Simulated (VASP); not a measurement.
MgO: equation of state with PBE

MgO:

```
Mg O
1.0
     0.00000    2.09700    2.09700
     2.09700    0.00000    2.09700
     2.09700    2.09700    0.00000
Mg O
1 1
Direct
  0.00000 0.00000 0.00000
  0.50000 0.50000 0.50000
```

The cell is a database's computed one.

```
Program                : VASP 6.6.1
Task                   : equation of state
Functional             : PBE
Potentials or basis    : VASP PAW PBE potentials, release 64 (Mg, O)
Cutoff                 : 520 eV
k mesh                 : 11 × 11 × 11
Occupations            : fermi-dirac, width 0.05 eV
Spin                   : no spin polarisation
Further INCAR settings : ALGO = Normal; EDIFF = 1e-07; NBANDS = 11
```

- Equilibrium volume: 9.59 Å³/atom
- Bulk modulus: 152 GPa
- Pressure derivative of the bulk modulus: 4.2

Energy against volume, from the lowest point:
| volume (Å³/atom) | energy (meV/atom) |
| --- | --- |
| 8.668 | 49.54 |
| 8.853 | 30.54 |
| 9.037 | 16.52 |
| 9.221 | 7.06 |
| 9.406 | 1.68 |
| 9.590 | 0.00 |
| 9.775 | 1.68 |

All runs of the series together: 57 s on 1 thread of Intel(R) Xeon(R) Platinum 8488C (Sapphire Rapids), on a shared host.
